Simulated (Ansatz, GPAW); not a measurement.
# A Pt chain with a Sn atom on top of one atom: relaxation, then transmission at several levels, part 2 of 4

Aim: the conductance of a Pt chain with a Sn atom on top of one atom after relaxation, and whether geometry, basis or functional moves it most.

GPAW 26.7.0 and Ansatz 0.2.0; Ansatz plane waves; relaxation of the junction with the lead ends held; PAW set soft_1 (the session's first sound run).

So far. Step 2 (Relaxation): The relaxation lowered the energy of the cell by 1.31 eV.

## Step 3: Plane waves, PBE

Plane waves give the reference curve, free of the bias of atom-centred orbitals.

This step: Ansatz plane waves; Landauer transmission by layers, zero bias; PAW set soft_1 (Ansatz 0.2.0).

input.yaml reads:

```yaml
crystal:
  lattice:
    - [9.0, 0.0, 0.0]
    - [0.0, 9.0, 0.0]
    - [0.0, 0.0, 40.8]
  atoms:
    - { symbol: Pt, position: [0.5, 0.5, 0.0294117647] }
    - { symbol: Pt, position: [0.5, 0.5, 0.0882352941] }
    - { symbol: Pt, position: [0.5, 0.5, 0.1470588235] }
    - { symbol: Pt, position: [0.5, 0.5, 0.2058823529] }
    - { symbol: Pt, position: [0.5, 0.5, 0.2647058824] }
    - { symbol: Pt, position: [0.5, 0.5, 0.3235294118] }
    - { symbol: Pt, position: [0.4437771867, 0.4832774598, 0.3824859306] }
    - { symbol: Pt, position: [0.4978016572, 0.5151965042, 0.4427578] }
    - { symbol: Pt, position: [0.4026148031, 0.5747042399, 0.500144721] }
    - { symbol: Sn, position: [0.619984377, 0.3953360864, 0.4989484953] }
    - { symbol: Pt, position: [0.4837722944, 0.4958321831, 0.5571194885] }
    - { symbol: Pt, position: [0.4813810995, 0.5540141039, 0.6174377784] }
    - { symbol: Pt, position: [0.5, 0.5, 0.6764705882] }
    - { symbol: Pt, position: [0.5, 0.5, 0.7352941176] }
    - { symbol: Pt, position: [0.5, 0.5, 0.7941176471] }
    - { symbol: Pt, position: [0.5, 0.5, 0.8529411765] }
    - { symbol: Pt, position: [0.5, 0.5, 0.9117647059] }
    - { symbol: Pt, position: [0.5, 0.5, 0.9705882353] }
kpoints:
  mp_grid: { grid: [1, 1, 2] }
hamiltonian:
  xc: pbe
  pseudopotentials: { kind: paw, azcp: { folder: soft_1 } }
scf:
  occupations: { method: fermi_dirac, width: 0.1 }
output:
  transmission:
    leads: [[0, 1]]
    e_range: [-2, 2]
    de: 0.025
    kmesh: [1, 1]
    reduced_basis: true
  write_potential: true
  write_density: true
  volumetric_format: npy
  elf: true
```

The run is started by

```sh
$ ansatz run input.yaml --threads 4 --pin off --max-ram 8192MiB --backend cpu --events-out ev --progress --plain --runs-dir out
```

Numbers of over 12 decimals in the logs are rounded to 6 here.

Log:

```text
[...]
Crystal: 18 atoms, lattice volume = 3304.800 Å³
Basis set: ecut = 420 eV, 64509 PW (Γ)
Bands: 192, of which v1, the nominal top of the filled ones, is band 160 counted from 1 (159 counted from 0)
Symmetry: 1 space group operations
[...]
k-points: 2
[...]
SCF iter   1: F=—  HF=-218907.055370 eV  |F-HF|=—  |Δ(HF+E_count)|=         —  Δρ=2.49e-2  dr2=1.83e1  ethr=3.10e-3  ⟨swp⟩=7.5  Hψ=1505  notcnv=0  defer=12
[...]
SCF iter  12: F=-218902.152687 eV  HF=-218902.152687 eV  |F-HF|=3.18e-8  |Δ(HF+E_count)|=   2.79e-8  Δρ=1.03e-6  dr2=7.40e-8  ethr=3.13e-11  ⟨swp⟩=18.0  Hψ=1725  notcnv=0
SCF 1 converged in 12 iterations: F = -218902.152687 eV  dr2 = 7.40e-8
[...]
transmission: 51 of 306 steps passed
transmission: 102 of 306 steps passed
[...]
transmission: 306 of 306 steps passed
WARN: The output density's exchange-correlation potential varies sharply where the density is thin. Do not read a vacuum level from v_tot or v_xc, or from such a field of the output density. On a cell that repeats whose density bears no net charge and no dipole along the vacuum's axis use v_es (v_loc + v_h of the components); under efield.dipole_correction with no amplitude use v_es + v_field, which holds any externa [...]
SCF converged after 12 iterations
Free energy (F): -218902.152687 eV
[...]
Internal energy: -218901.078010 eV  (E = F + TS)
E sigma→0 (E₀):  -218901.615349 eV
Entropy (-TS):   -1.074677 eV (-59.704 meV/atom)
Fermi energy:    -3.608362 eV
[...]
--- Band table (eV) ---
  k-point 0: bands = [... 156 lower, -3.8271, -3.8171, -3.6457, -3.6223, -3.5756, -3.5034, -3.4520, -3.3675, ... 28 higher]
  k-point 1: bands = [... 156 lower, -3.8032, -3.7787, -3.7641, -3.7267, -3.5863, -3.4900, -3.4483, -3.4101, ... 28 higher]
--- Transmission ---
  basis      : 717 plane waves across, 51 finite elements along
  points     : 1, standing for a mesh of 1 x 1
  filling    : by the input's occupations and mesh, since the crystals that have channels conduct as metals do. If one of these is a semiconductor, that mesh has misplaced its level
  energies   : 161 from -2.000000 to 2.000000 eV about the Fermi level, 0.025000 eV apart; the leads are filled to 0.000000 eV, and channels, transmission and decay are at 0.000000 eV
  crystal 0  : Pt1, at the sites [0, 1], period 2.4000 Å, over 28.80 Å; its Hamiltonian steps by up to 1.6 meV
    offset         : up to 0.0000 Å between an atom of the period and one for which it stands
    filled         : 3.1 meV under the level at which it is neutral
    channels       : 4.000000e0 a spin
    conductance    : 3.8262e14 S/m² at 300 K; may be off by some 0.0 % by where its bands' edges are placed, 0.0 % from the distance to neutral
  junction   : crystal 0 to crystal 0, 0.70 to 39.10 Å
    transmission   : 2.115250e0 a spin
    error estimate : 3.172376e-4 a spin from the reduction of the transverse basis, at the most 4.435461e-3 at -1.175000 eV
    conductance    : 2.0111e14 S/m² at 300 K (2.0111e14 on every other energy)
    error estimate : 0.0 % from the energy spacing and 0.0 % from band edges of the leads and from resonances (wavevectors taken as independent; lower de), 0.0 % from the reduction of the transverse basis, 0.4 % from the steps of its leads' Hamiltonians or their offsets (lay more layers), 0.4 % from the distance to neutral
    resistance     : 2.3589e-3 Ω µm² beyond half of each lead's own
```

Wall time 2.3 min (4 threads of Intel Xeon Platinum 8559C (Emerald Rapids), shared host); peak memory 5.5 GiB; 4.6 min of CPU time.

Numbers from this step:

- lead level: 0 eV from the Fermi level
- transmission at the Fermi level (one spin): 2.115
- open channels of the lead at the Fermi level (one spin): 4
- step of the potential along the lead: 1.6 meV
- offset of the lead: 0 Å
- filling of the lead less its bulk value, in size: 3.1 meV
- conductance: 2.102 G₀

One spin. Transmission, zone mean against energy, zero at the Fermi level:

| energy (eV) | transmission, zone mean |
| --- | --- |
| -2.000 | 0.910 |
| -1.900 | 0.933 |
| -1.800 | 0.959 |
| -1.700 | 0.980 |
| -1.600 | 1.15 |
| -1.500 | 1.54 |
| -1.400 | 1.47 |
| -1.300 | 1.49 |
| -1.200 | 1.67 |
| -1.100 | 2.35 |
| -1.000 | 2.89 |
| -0.900 | 3.60 |
| -0.825 | 3.83 |
| -0.800 | 3.81 |
| -0.700 | 3.54 |
| -0.600 | 3.30 |
| -0.500 | 2.80 |
| -0.400 | 2.06 |
| -0.300 | 2.20 |
| -0.200 | 2.30 |
| -0.100 | 2.30 |
| 0.000 | 2.12 |
| 0.100 | 1.82 |
| 0.200 | 1.51 |
| 0.300 | 1.26 |
| 0.400 | 1.13 |
| 0.500 | 1.03 |
| 0.600 | 0.964 |
| 0.700 | 0.910 |
| 0.800 | 0.912 |
| 0.900 | 0.998 |
| 1.000 | 0.929 |
| 1.100 | 0.772 |
| 1.200 | 0.514 |
| 1.300 | 0.0335 |
| 1.400 | 0.957 |
| 1.500 | 0.783 |
| 1.600 | 0.612 |
| 1.700 | 0.490 |
| 1.800 | 0.396 |
| 1.900 | 0.317 |
| 2.000 | 0.247 |

One spin. Open channels, zone mean against energy, zero at the Fermi level:

```
energy (eV)  open channels, zone mean
     -2.000                         3
     -1.800                         3
     -1.600                         4
     -1.400                         6
     -1.200                         6
     -1.000                         6
     -0.800                         6
     -0.600                         6
     -0.400                         4
     -0.200                         4
      0.000                         4
      0.200                         4
      0.400                         3
      0.600                         3
      0.800                         1
      1.000                         1
      1.200                         1
      1.400                         1
      1.600                         1
      1.800                         1
      2.000                         1
```

Crystal 0, spin -, k parallel (0, 0); distinct values, listed up to 1.5 1/Å. The Im kz of the slowest decaying states by energy, zero at the Fermi level:

```csv
energy (eV),decay 1 (Å⁻¹),decay 2 (Å⁻¹),decay 3 (Å⁻¹),decay 4 (Å⁻¹)
-2.000,0.385,0.614,0.614,1.40
-1.800,0.272,0.504,0.504,1.38
-1.600,0.347,0.348,1.36,1.36
-1.400,1.34,1.34,1.37,1.48
-1.200,1.32,1.32,1.35,1.46
-1.000,1.30,1.30,1.33,1.44
-0.800,1.28,1.28,1.31,1.43
-0.600,1.26,1.26,1.29,1.41
-0.400,0.0954,0.0956,1.24,1.24
-0.200,0.349,0.349,1.22,1.22
0.000,0.469,0.469,1.20,1.20
0.200,0.554,0.554,1.18,1.18
0.400,0.141,0.620,0.620,1.16
0.600,0.241,0.673,0.673,1.14
0.800,0.0198,0.0235,0.308,0.719
1.000,0.115,0.116,0.360,0.757
1.200,0.156,0.156,0.402,0.791
1.400,0.183,0.183,0.438,0.821
1.600,0.202,0.203,0.469,0.847
1.800,0.216,0.216,0.496,0.871
2.000,0.224,0.224,0.519,0.892
```

Crystal 0, spin -, k parallel (0, 0). Re kz of states that move upwards against energy, zero at the Fermi level:

| energy (eV) | channel 1 (Å⁻¹) | channel 2 (Å⁻¹) | channel 3 (Å⁻¹) | channel 4 (Å⁻¹) | channel 5 (Å⁻¹) | channel 6 (Å⁻¹) |
| --- | --- | --- | --- | --- | --- | --- |
| -2.000 | -0.641 | -0.640 | 0.727 | - | - | - |
| -1.800 | -0.601 | -0.601 | 0.747 | - | - | - |
| -1.600 | -0.562 | -0.562 | 0.0423 | 0.768 | - | - |
| -1.400 | -0.525 | -0.524 | 0.157 | 0.159 | 0.280 | 0.790 |
| -1.200 | -0.488 | -0.487 | 0.396 | 0.433 | 0.433 | 0.814 |
| -1.000 | -0.451 | -0.450 | 0.485 | 0.613 | 0.613 | 0.839 |
| -0.800 | -0.414 | -0.414 | 0.559 | 0.777 | 0.778 | 0.869 |
| -0.600 | -0.378 | -0.377 | 0.624 | 0.903 | 0.958 | 0.958 |
| -0.400 | -0.341 | -0.340 | 0.679 | 0.944 | - | - |
| -0.200 | -0.303 | -0.302 | 0.726 | 0.997 | - | - |
| 0.000 | -0.263 | -0.263 | 0.766 | 1.07 | - | - |
| 0.200 | -0.221 | -0.221 | 0.799 | 1.17 | - | - |
| 0.400 | -0.175 | -0.175 | 0.827 | - | - | - |
| 0.600 | -0.119 | -0.119 | 0.852 | - | - | - |
| 0.800 | 0.874 | - | - | - | - | - |
| 1.000 | 0.895 | - | - | - | - | - |
| 1.200 | 0.914 | - | - | - | - | - |
| 1.400 | 0.933 | - | - | - | - | - |
| 1.600 | 0.951 | - | - | - | - | - |
| 1.800 | 0.968 | - | - | - | - | - |
| 2.000 | 0.985 | - | - | - | - | - |

The electrostatic potential energy of an electron (with the applied field's), less the Fermi level, planar mean oscillates, so the rows of the table below give means over windows of 2.41 Å about each position, cut where the curve ends. Its first 14 maxima inside the range that stand out by 2 % of the span (Å: eV): 2.4: 5.72, 4.8: 5.71, 7.2: 5.71, 9.6: 5.69, 12.0: 5.67, 14.4: 5.58, 16.9: 5.40, 19.0: 4.53, 21.7: 4.59, 23.9: 5.42, 26.4: 5.59, 28.8: 5.67, 31.2: 5.69, 33.6: 5.71. Its first 14 minima: 1.1: 3.82, 3.5: 3.82, 6.0: 3.82, 8.4: 3.79, 10.8: 3.77, 13.2: 3.74, 15.6: 3.63, 18.1: 3.26, 20.4: 1.36, 22.7: 3.29, 25.2: 3.64, 27.6: 3.74, 30.0: 3.77, 32.4: 3.80.

Electrostatic potential energy of an electron (with the applied field's), less the Fermi level, planar mean against z; means over each step:

z (Å), electrostatic potential energy of an electron (with the applied field's), less the Fermi level, planar mean (eV) and a bar from the least value:
```
     1.21       4.77 ##############################
     3.62       4.77 ##############################
     6.03       4.77 ##############################
     8.44       4.75 ##############################
    10.85       4.73 #############################
    13.26       4.69 #############################
    15.67       4.57 ###########################
    18.08       4.14 #####################
    20.48       2.70 
    22.90       4.24 ######################
    25.30       4.59 ###########################
    27.72       4.70 #############################
    30.12       4.73 #############################
    32.54       4.75 ##############################
    34.95       4.77 ##############################
    37.36       4.77 ##############################
    39.77       4.63 ############################
```

The valence density, planar mean oscillates, so the rows of the table below give means over windows of 2.41 Å about each position, cut where the curve ends. Its first 14 maxima inside the range that stand out by 2 % of the span (Å: e/Å³): 1.1: 0.195, 3.5: 0.196, 6.0: 0.196, 8.4: 0.197, 10.8: 0.197, 13.2: 0.197, 15.6: 0.197, 18.1: 0.195, 20.4: 0.348, 22.7: 0.196, 25.2: 0.197, 27.6: 0.197, 30.0: 0.197, 32.4: 0.197. Its first 14 minima: 2.4: 0.0225, 4.8: 0.0224, 7.2: 0.0225, 9.6: 0.0226, 12.0: 0.0227, 14.4: 0.0220, 16.9: 0.0203, 19.1: 0.0341, 21.7: 0.0330, 23.9: 0.0203, 26.4: 0.0219, 28.8: 0.0227, 31.2: 0.0226, 33.6: 0.0225.

Valence density, planar mean against z; means over each step:

```csv
z (Å),"valence density, planar mean (e/Å³)"
1.21,0.0923
3.62,0.0923
6.03,0.0923
8.44,0.0923
10.85,0.0923
13.26,0.0923
15.67,0.0923
18.08,0.0953
20.48,0.159
22.90,0.0940
25.30,0.0923
27.72,0.0923
30.12,0.0923
32.54,0.0923
34.95,0.0923
37.36,0.0923
39.77,0.103
```

ELF in the ca plane at fractional y = 0.496, with atoms of Pt within 0.2 Å of it. It is the smooth field of the valence electrons, not physical close to the nuclei.

Ten even steps from '0' (0.00) to '9' (0.60), each cell a mean:
```
00000000000000000000000000000000000000000000
00000000000000000000000000000000000000000000
00000000000000000000000122210000000000000000
00000000000000000000001355531000000000000000
00000000000000000000013567753100000000000000
10001111000000000111124677764211100000100001
21112332100010001233335555554322211011221112
32234443211222111345555444445445432123332223
44345654333444322356665444445566543334544334
64446875345555533577655444445567753455655544
85458997455676553799854555554478974557875546
96569998556898655899964566654599985568987558
86569998557999755899854567654599996568997557
75557986557999745688755578755579975557986555
54445665446998544566555578865567754445765444
43344554334776433445544578754455543344554334
32223332224554322233333466643344432223443222
11111211113443211111112455542222211112222111
00000000012232100000011334321111100001111000
00000000001111000000001122210000000000000000
00000000000000000000000011100000000000000000
00000000000000000000000000000000000000000000
00000000000000000000000000000000000000000000
00000000000000000000000000000000000000000000
```
Columns run along c (16.0 Å, from fractional 0.27 to 0.67 of the cell), rows up along a (9.0 Å). Atoms in or near the plane, at fractional coordinates: Pt at (0.32, 0.50), Pt at (0.38, 0.44), Pt at (0.44, 0.50), Pt at (0.56, 0.48).

Valence density in the ca plane at fractional y = 0.496, with atoms of Pt within 0.2 Å of it. It is the smooth field of the valence electrons, not physical close to the nuclei.

Ten steps, logarithmic in the rise over the least value, from '0' (0 e/Å³) to '9' (11 e/Å³), each cell a mean:
```
00000000000000000000000000000000000000000000
00000000000000000000000000000000000000000000
00000000000000000000000000000000000000000000
00000000000000000000000000000000000000000000
00000000000000000000000000000000000000000000
00000000000000000000000001000000000000000000
00000000000000000000000111110000000000000000
10001110000000000011111223221110000000000000
21112322100000001222222234321122211111111112
53235664211222112456432234322234432223332224
75357986433454323688743333322468864335664336
86468998545787534899853334333589985347886447
85468997447999644799853355543589985357886447
64346775447999643577643467643478874346775335
32223443235887532344322467643345542223443222
11111111123554311112112355532222221111221111
00000000011222100000001233321111100000000000
00000000000010000000000111110000000000000000
00000000000000000000000000000000000000000000
00000000000000000000000000000000000000000000
00000000000000000000000000000000000000000000
00000000000000000000000000000000000000000000
00000000000000000000000000000000000000000000
00000000000000000000000000000000000000000000
```
Columns run along c (16.0 Å, from fractional 0.27 to 0.67 of the cell), rows up along a (9.0 Å). Atoms in or near the plane, at fractional coordinates: Pt at (0.32, 0.50), Pt at (0.38, 0.44), Pt at (0.44, 0.50), Pt at (0.56, 0.48).

Electrostatic potential energy in the ca plane at fractional y = 0.496, with atoms of Pt within 0.2 Å of it. With pseudopotentials it is smooth inside the atoms' cores, unlike the true potential.

Values in eV, 13 rows by 16 columns, each cell a mean:
```
  2   2   2   2   2   2   2   2   1   1   1   2   2   2   2   2
  2   2   2   2   2   2   2   1   1   1   1   2   2   2   2   2
  2   2   2   2   2   2   2   1   0  -1   0   2   2   2   2   2
  2   2   2   2   2   2   2   1  -4  -7  -1   2   2   2   2   2
 -1  -2  -3   1   2   1  -2  -3 -10 -20  -3  -1   1   1   1   0
-21 -30 -38  -4 -10  -3 -34 -31  -8 -15  -7 -36 -12 -11 -15 -13
-36 -46 -56 -20 -57 -19 -52 -48  -8 -14 -17 -62 -31 -34 -44 -25
-13 -19 -25 -20 -60 -20 -23 -21 -14 -36 -10 -43 -16 -17 -22  -8
  1   1   0  -3 -18  -3   0   0  -6 -17  -2  -2   0   0   0   1
  2   2   2   2   1   2   2   2   1   0   1   2   2   2   2   2
  2   2   2   2   2   2   2   2   2   1   2   2   2   2   2   2
  2   2   2   2   2   2   2   2   2   2   2   2   2   2   2   2
  2   2   2   2   2   2   2   2   2   2   2   2   2   2   2   2
```
Columns run along c (16.0 Å, from fractional 0.27 to 0.67 of the cell; values clipped at the 3rd and 97th percentile), rows up along a (9.0 Å). Atoms in or near the plane, at fractional coordinates: Pt at (0.32, 0.50), Pt at (0.38, 0.44), Pt at (0.44, 0.50), Pt at (0.56, 0.48).

T at the Fermi level is 2.12 of 4 open channels a spin, without spin-orbit coupling, which is large for these atoms.

(Continued in part 3 of 4.)

[Logs are printed without paths, hosts, clocks, repeated set-up lines and the standing remarks that a program may print on its own settings, such as how far it seeks lower states.]

[Hosts, paths, dates, database ids (printed as entryN), source tags and the programs' standing remarks are cut or masked in the printed files.]
